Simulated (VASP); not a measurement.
Write the native input for VASP 6.6.1 that does the following.

```
Task                   : band structure
Functional             : revPBE
Potentials or basis    : VASP PAW PBE potentials, release 64 (Au, Cu)
Cutoff                 : 520 eV
k mesh                 : 7 × 7 × 7
Occupations            : fermi-dirac, width 0.05 eV
Spin                   : no spin polarisation
Further INCAR settings : ALGO = Fast; EDIFF = 1e-06; NBANDS = 30
```

Cu3Au (Auricupride):

```
Au Cu
1.0
     3.74000    0.00000    0.00000
     0.00000    3.74000    0.00000
     0.00000    0.00000    3.74000
Au Cu
1 3
Direct
  0.00000 0.00000 0.00000
  0.50000 0.50000 0.00000
  0.50000 0.00000 0.50000
  0.00000 0.50000 0.50000
```

These files were run (other wordings do the same):

POSCAR

```
Cu3Au
1.0
    3.7400000000      0.0000000000      0.0000000000
    0.0000000000      3.7400000000      0.0000000000
    0.0000000000      0.0000000000      3.7400000000
Au Cu
1 3
Direct
    0.0000000000      0.0000000000      0.0000000000
    0.5000000000      0.5000000000      0.0000000000
    0.5000000000      0.0000000000      0.5000000000
    0.0000000000      0.5000000000      0.5000000000
```

INCAR.step1

```
SYSTEM = Cu3Au
PREC = Accurate ; ENCUT = 520
EDIFF = 1E-6 ; ISMEAR = -1
SIGMA = 0.05 ; LREAL = .FALSE.
LASPH = .TRUE. ; NELM = 100
ALGO = Fast ; ISIF = 2
LWAVE = .FALSE. ; LCHARG = .TRUE.
LMAXMIX = 4 ; GGA = RE
NBANDS = 30
```

KPOINTS.step1

```
regular mesh
0
G
  7 7 7
  0 0 0
```

INCAR.step2

```
SYSTEM = Cu3Au
PREC = Accurate ; ENCUT = 520
EDIFF = 1E-6 ; ISMEAR = 0
SIGMA = 0.05 ; LREAL = .FALSE.
LASPH = .TRUE. ; NELM = 100
ALGO = Fast ; ISIF = 2
LWAVE = .FALSE. ; LCHARG = .FALSE.
LMAXMIX = 4 ; GGA = RE
NBANDS = 30 ; ICHARG = 11
```

KPOINTS.step2

```
path GXMGRX,MR
15
line-mode
reciprocal
 0.0000000000  0.0000000000  0.0000000000  G
 0.0000000000  0.5000000000  0.0000000000  X

 0.0000000000  0.5000000000  0.0000000000  X
 0.5000000000  0.5000000000  0.0000000000  M

 0.5000000000  0.5000000000  0.0000000000  M
 0.0000000000  0.0000000000  0.0000000000  G

 0.0000000000  0.0000000000  0.0000000000  G
 0.5000000000  0.5000000000  0.5000000000  R

 0.5000000000  0.5000000000  0.5000000000  R
 0.0000000000  0.5000000000  0.0000000000  X

 0.5000000000  0.5000000000  0.0000000000  M
 0.5000000000  0.5000000000  0.5000000000  R
```

Potentials or basis: VASP PAW PBE potentials, release 64 (Au, Cu).

Command:

```bash
$ cat potpaw_PBE.64/Au/POTCAR potpaw_PBE.64/Cu/POTCAR > POTCAR
$ cp INCAR.step1 INCAR
$ cp KPOINTS.step1 KPOINTS
$ mpirun -np 1 vasp_std > vasp.out
$ cp INCAR.step2 INCAR
$ cp KPOINTS.step2 KPOINTS
$ mpirun -np 1 vasp_std > vasp.out
```

Results of the run:

The band gap along the path is none (metal or under the smearing width).

Caveat: the log is that of the step along the path at fixed density, whose energy, stress, charges and moments have no meaning; spin-orbit coupling is left out, which moves the levels of the heavy elements.

Wall time 2.2 min on 1 thread of Intel(R) Xeon(R) Platinum 8375C CPU @ 2.90GHz (Ice Lake) (shared host), peak memory 0.24 GiB.
